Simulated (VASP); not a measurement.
# SrCl2 (Fm-3m) in VASP: further runs

Runs on SrCl2. Level: PBE. Tasks: single point.

Program: VASP 6.6.1. These are calculated values, not measurements. Logs are shortened: lines on timing, memory, paths and dates and some standing lists are left out, and cuts for length are marked.

**1. Starting point**

It takes space group Fm-3m (No. 225, cubic). The conventional cell has a = 6.977 Å, b = 6.977 Å, c = 6.977 Å, α = 90.00°, β = 90.00°, γ = 90.00°. Around Sr (site symmetry m-3m) lie 8 Cl at 3.02 Å. Cl (site symmetry -43m) has 4 Sr at 3.02 Å as nearest neighbours.

**2. Single point, PBE**

INCAR

```
SYSTEM = SrCl2
ADDGRID = .False. ; ALGO = Normal
EDIFF = 1E-6 ; ENCUT = 350
GGA = PE ; ISIF = 2
ISMEAR = 0 ; LASPH = .True.
LCHARG = .False. ; LREAL = .False.
LWAVE = .False. ; NBANDS = 19
NELM = 100 ; PREC = Accurate
SIGMA = 0.05
```

KPOINTS

```
k-points
0
Gamma
  8 8 8
  0 0 0
```

POSCAR

```
SrCl2
1.0
    0.0000000000      3.4883500000      3.4883500000
    3.4883500000      0.0000000000      3.4883500000
    3.4883500000      3.4883500000      0.0000000000
Sr Cl
1 2
Direct
    0.0000000000      0.0000000000      0.0000000000
    0.7500000000      0.7500000000      0.7500000000
    0.2500000000      0.2500000000      0.2500000000
```

Potentials or basis: VASP PAW PBE potentials, release 64 (Sr_sv, Cl).

On the command line:

```console
> cat potpaw_PBE.64/Sr_sv/POTCAR potpaw_PBE.64/Cl/POTCAR > POTCAR
> mpirun -np 1 vasp_std > vasp.out
```

OUTCAR:

```text
SYSTEM = SrCl2
   EDIFF = 1E-6
   ENCUT = 350
   GGA = PE
   ISIF = 2
   ISMEAR = 0
   LASPH = .True.
   LREAL = .False.
   NELM = 100
   PREC = Accurate

 Found     29 irreducible k-points:

 Following reciprocal coordinates:
            Coordinates               Weight
  0.000000  0.000000  0.000000      1.000000
  0.125000  0.000000  0.000000      8.000000
  0.250000  0.000000  0.000000      8.000000
  0.375000  0.000000  0.000000      8.000000
  0.500000  0.000000  0.000000      4.000000
  0.125000  0.125000  0.000000      6.000000
   k-points           NKPTS =     29   k-points in BZ     NKDIM =     29   number of bands    NBANDS=     19
   number of dos      NEDOS =    301   number of ions     NIONS =      3
   total plane-waves  NPLWV =  27000
   dimension x,y,z NGX =    30 NGY =   30 NGZ =   30
   dimension x,y,z NGXF=    60 NGYF=   60 NGZF=   60
   ions per type =               1   2
   NGX,Y,Z   is equivalent  to a cutoff of  10.11, 10.11, 10.11 a.u.
   NGXF,Y,Z  is equivalent  to a cutoff of  20.22, 20.22, 20.22 a.u.
 SYSTEM =  SrCl2
   PREC   = accura    normal or accurate (medium, high low for compatibility)
   ISTART =      0    job   : 0-new  1-cont  2-samecut
   ICHARG =      2    charge: 1-file 2-atom 10-const
   ISPIN  =      1    spin polarized calculation?
   LNONCOLLINEAR =      F non collinear calculations
   LSORBIT =      F    spin-orbit coupling
   LASPH  =      T    aspherical Exc in radial PAW
   ENCUT  =  350.0 eV  25.72 Ry    5.07 a.u.   7.53  7.53  7.53*2*pi/ulx,y,z
   NELM   =    100;   NELMIN=  2; NELMDL= -5     # of ELM steps
   EDIFF  = 0.1E-05   stopping-criterion for ELM
   LREAL  =      F    real-space projection
   EDIFFG = 0.1E-04   stopping-criterion for IOM
   NSW    =      0    number of steps for IOM
   IBRION =     -1    ionic relax: 0-MD 1-quasi-New 2-CG
   NFREE  =      0    steps in history (QN), initial steepest desc. (CG)
   ISIF   =      2    stress and relaxation
   ISYM   =      2    0-nonsym 1-usesym 2-fastsym
   POTIM  = 0.5000    time-step for ionic-motion
   TEBEG  =    0.0;   TEEND  =   0.0 temperature during run
   PSTRESS=    0.0 pullay stress
   NELECT =      24.0000    total number of electrons
   NUPDOWN=      -1.0000    fix difference up-down
   EMIN   =  10.00;   EMAX   =-10.00  energy-range for DOS
   EFERMI =   0.00;   METHOD = LEGACY
   ISMEAR =     0;   SIGMA  =   0.05  broadening in eV -4-tet -1-fermi 0-gaus
   EFERMI_NEDOS =   21; number of points for ismear=-14 and -15
   IALGO  =     38    algorithm
   IMIX   =      4    mixing-type and parameters
     AMIX     =   0.40;   BMIX     =  1.00
     AMIX_MAG =   1.60;   BMIX_MAG =  1.00
  volume/ion in A,a.u.               =      28.30       190.97
  Fermi-wavevector in a.u.,A,eV,Ry     =   1.074439  2.030396 15.706833  1.154420
  Thomas-Fermi vector in A             =   2.210267
   LORBIT       =      0    0 simple, 1 ext, 2 COOP (PROOUT), +10 PAW based schemes
   GGA     = PE    functional components
   LHFCALC =     F    Hartree Fock is set to
   AEXX    =    0.0000 exact exchange contribution
   IVDW    =     0    specifies the selected vdW correction
   LEPSILON=     F    determine dielectric tensor
   LRPA    =     F    only Hartree local field effects (RPA)
 non-spin polarized calculation
 Gauss-broadening in eV      SIGMA  =   0.05
  energy-cutoff  :      350.00
  volume of cell :       84.90
 maximum number of plane-waves:      1283
   NGX = 15   NGY = 15   NGZ = 15

 number of electron      23.9999996 magnetization

 Free energy of the ion-electron system (eV)
  ---------------------------------------------------
  ext. energy  EPLUGINS =         0.00000000
  ---------------------------------------------------
  free energy    TOTEN  =       -12.77982213 eV

  energy without entropy =      -12.77982213  energy(sigma->0) =      -12.77982213

 E-fermi :   0.3826     XC(G=0):  -8.2833

 val. band max:        0.1542094270   @ k =   0.5000   0.5000   0.0000
 cond. band min:       5.4879860494   @ k =   0.0000   0.0000   0.0000
 fundamental gap:      5.3337766224
 Fermi energy:         0.3825521140

 k-point     1 :       0.0000    0.0000    0.0000
  band No.  band energies     occupation
      1     -32.7342      2.00000
      2     -14.7235      2.00000
      3     -14.7235      2.00000
      4     -14.7235      2.00000
      5     -13.1541      2.00000
      6     -12.3043      2.00000
[... 11 lines left out ...]
     18       9.1891      0.00000
     19       9.4692      0.00000

 k-point     2 :       0.1250    0.0000    0.0000
  band No.  band energies     occupation
      1     -32.7337      2.00000
      2     -14.7768      2.00000
      3     -14.7255      2.00000
      4     -14.7255      2.00000
      5     -13.0634      2.00000
      6     -12.3387      2.00000
[... 11 lines left out ...]
     18       8.9806      0.00000
     19       9.8116      0.00000

 k-point     3 :       0.2500    0.0000    0.0000
  band No.  band energies     occupation
      1     -32.7326      2.00000
      2     -14.8855      2.00000
      3     -14.7304      2.00000
      4     -14.7304      2.00000
      5     -12.8779      2.00000
      6     -12.4037      2.00000
[... 11 lines left out ...]
     18       8.7829      0.00000
     19       9.7666      0.00000

 k-point     4 :       0.3750    0.0000    0.0000
  band No.  band energies     occupation
      1     -32.7315      2.00000
      2     -14.9747      2.00000
      3     -14.7352      2.00000
      4     -14.7352      2.00000
      5     -12.7676      2.00000
      6     -12.4069      2.00000
[... 11 lines left out ...]
     18       8.7438      0.00000
     19       8.9705      0.00000

 k-point     5 :       0.5000    0.0000    0.0000
  band No.  band energies     occupation
      1     -32.7310      2.00000
      2     -15.0075      2.00000
      3     -14.7372      2.00000
      4     -14.7372      2.00000
      5     -12.7557      2.00000
      6     -12.3766      2.00000
[... 11 lines left out ...]
     18       8.7746      0.00000
     19       8.9301      0.00000

 k-point     6 :       0.1250    0.1250    0.0000
  band No.  band energies     occupation
      1     -32.7336      2.00000
      2     -14.7900      2.00000
      3     -14.7283      2.00000
      4     -14.7283      2.00000
      5     -13.0318      2.00000
      6     -12.3514      2.00000
[... 11 lines left out ...]
     18       8.9524      0.00000
     19       9.2720      0.00000

 [... further k-points ...]

------------------------ aborting loop because EDIFF is reached ----------------------------------------

  FORCE on cell =-STRESS in cart. coord.  units (eV):
  Direction    XX          YY          ZZ          XY          YZ          ZX
  --------------------------------------------------------------------------------------
  -------------------------------------------------------------------------------------
  Total        0.5905868      0.5905868      0.5905868      0.0000000      0.0000000      0.0000000
  in kB       11.1456184     11.1456184     11.1456184      0.0000000      0.0000000      0.0000000
  external PRESSURE =      11.1456184 kB  Pullay stress =       0.0000000 kB

 VOLUME and BASIS-vectors are now :
 -----------------------------------------------------------------------------
  energy-cutoff  :      350.00
  volume of cell :       84.90
      direct lattice vectors                 reciprocal lattice vectors
     0.000000000  3.488350000  3.488350000    -0.143334241  0.143334241  0.143334241
     3.488350000  0.000000000  3.488350000     0.143334241 -0.143334241  0.143334241
     3.488350000  3.488350000  0.000000000     0.143334241  0.143334241 -0.143334241

 POSITION                                       TOTAL-FORCE (eV/Angst)
 -----------------------------------------------------------------------------------
      0.00000      0.00000      0.00000         0.000000      0.000000      0.000000
      5.23252      5.23252      5.23252         0.000000      0.000000     -0.000000
      1.74418      1.74418      1.74418        -0.000000     -0.000000      0.000000
 -----------------------------------------------------------------------------------
    total drift:                                0.000000     -0.000000     -0.000000

  FREE ENERGIE OF THE ION-ELECTRON SYSTEM (eV)
  ---------------------------------------------------
  free  energy   TOTEN  =       -12.7798221320 eV

  energy  without entropy=      -12.7798221320  energy(sigma->0) =      -12.77982213
```

It took 23 s on 1 thread of Intel Xeon Platinum 8488C (Sapphire Rapids), shared host; peak memory 0.17 GiB.

The run converged, but some of its settings lie outside the range that counts as converged, so its numbers aren't taken as properties of the crystal.

Results:

| Item | Value |
| --- | --- |
| Free energy | -12.7798 eV |
| Pressure | 1.1 GPa |
| Band gap on the k mesh | 5.33 eV, indirect (least direct gap 5.50 eV) |

**3. Single point, PBE**

INCAR is that of step 2.

KPOINTS is that of step 2.

POSCAR

```
SrCl2
1.0
    0.0000000000      3.4883500000      3.4883500000
    3.4883500000      0.0000000000      3.4883500000
    3.4883500000      3.4883500000      0.0000000000
Sr Cl
1 2
Direct
    0.0068970000     -0.0112840000      0.0399150000
    0.7604860000      0.7424010000      0.7508940000
    0.2477780000      0.2469560000      0.2707310000
```

Potentials or basis: VASP PAW PBE potentials, release 64 (Sr_sv, Cl).

On the command line:

```console
> cat potpaw_PBE.64/Sr_sv/POTCAR potpaw_PBE.64/Cl/POTCAR > POTCAR
> mpirun -np 1 vasp_std > vasp.out
```

OUTCAR:

```text
SYSTEM = SrCl2
   EDIFF = 1E-6
   ENCUT = 350
   GGA = PE
   ISIF = 2
   ISMEAR = 0
   LASPH = .True.
   LREAL = .False.
   NELM = 100
   PREC = Accurate

 Found    260 irreducible k-points:

 Following reciprocal coordinates:
            Coordinates               Weight
  0.000000  0.000000  0.000000      1.000000
  0.125000  0.000000  0.000000      2.000000
  0.000000  0.125000  0.000000      2.000000
[... 212 lines left out ...]

  FORCE on cell =-STRESS in cart. coord.  units (eV):
  Direction    XX          YY          ZZ          XY          YZ          ZX
  --------------------------------------------------------------------------------------
  -------------------------------------------------------------------------------------
  Total        0.7628604      0.7099226      0.7567197      0.1934537     -0.2445769     -0.0912661
  in kB       14.3967852     13.3977374     14.2808971      3.6508791     -4.6156825     -1.7223832
  external PRESSURE =      14.0251399 kB  Pullay stress =       0.0000000 kB

 VOLUME and BASIS-vectors are now :
 -----------------------------------------------------------------------------
  energy-cutoff  :      350.00
  volume of cell :       84.90
      direct lattice vectors                 reciprocal lattice vectors
     0.000000000  3.488350000  3.488350000    -0.143334241  0.143334241  0.143334241
     3.488350000  0.000000000  3.488350000     0.143334241 -0.143334241  0.143334241
     3.488350000  3.488350000  0.000000000     0.143334241  0.143334241 -0.143334241

 POSITION                                       TOTAL-FORCE (eV/Angst)
 -----------------------------------------------------------------------------------
      3.58822      0.16330      3.47305        -0.250445     -0.331616      0.095359
      5.20914      5.27222      5.24260         0.317305      0.231888     -0.160785
      1.80587      1.80874      1.72581        -0.066860      0.099728      0.065425
 -----------------------------------------------------------------------------------
    total drift:                                0.000098      0.000071      0.000171

  FREE ENERGIE OF THE ION-ELECTRON SYSTEM (eV)
  ---------------------------------------------------
  free  energy   TOTEN  =       -12.7419872838 eV

  energy  without entropy=      -12.7419872838  energy(sigma->0) =      -12.74198728
```

OSZICAR:

```text
N       E                     dE             d eps       ncg     rms          rms(c)
DAV:   1     0.114445574451E+03    0.11445E+03   -0.91148E+03  9888   0.826E+02
DAV:   2    -0.570186643395E+01   -0.12015E+03   -0.11657E+03 12807   0.196E+02
DAV:   3    -0.128934164387E+02   -0.71916E+01   -0.71708E+01 15075   0.472E+01
DAV:   4    -0.130254848043E+02   -0.13207E+00   -0.13185E+00 14552   0.567E+00
DAV:   5    -0.130282220872E+02   -0.27373E-02   -0.27369E-02 14369   0.696E-01    0.134E+01
DAV:   6    -0.127254382910E+02    0.30278E+00   -0.60132E-01 11357   0.432E+00    0.853E+00
DAV:   7    -0.127340376666E+02   -0.85994E-02   -0.37166E-01 13309   0.354E+00    0.213E+00
DAV:   8    -0.127395397767E+02   -0.55021E-02   -0.55450E-02 11073   0.126E+00    0.409E-01
DAV:   9    -0.127405257063E+02   -0.98593E-03   -0.20562E-03 12457   0.269E-01    0.148E-01
DAV:  10    -0.127418501602E+02   -0.13245E-02   -0.90452E-04 10426   0.169E-01    0.363E-02
DAV:  11    -0.127419634927E+02   -0.11333E-03   -0.75829E-05 12727   0.475E-02    0.428E-02
DAV:  12    -0.127419852513E+02   -0.21759E-04   -0.21263E-05 10639   0.231E-02    0.365E-03
DAV:  13    -0.127419872033E+02   -0.19521E-05   -0.22214E-06 12490   0.805E-03    0.360E-03
DAV:  14    -0.127419872838E+02   -0.80448E-07   -0.28542E-07  8721   0.337E-03
   1 F= -.12741987E+02 E0= -.12741987E+02  d E =-.181928E-10
```

Run time: 3.4 min. Hardware: 1 thread of Intel Xeon Platinum 8488C (Sapphire Rapids), shared host; peak memory 0.32 GiB.

The run converged, but some of its settings lie outside the range that counts as converged, so its numbers aren't taken as properties of the crystal.

What came out:

```yaml
Free_energy: -12.7420 eV
Pressure: 1.4 GPa
Largest_force: 0.426 eV/Å
Band_gap_on_the_k_mesh: 5.31 eV, indirect (least direct gap 5.50 eV)
```

(Part 1 of 2 ends here.)
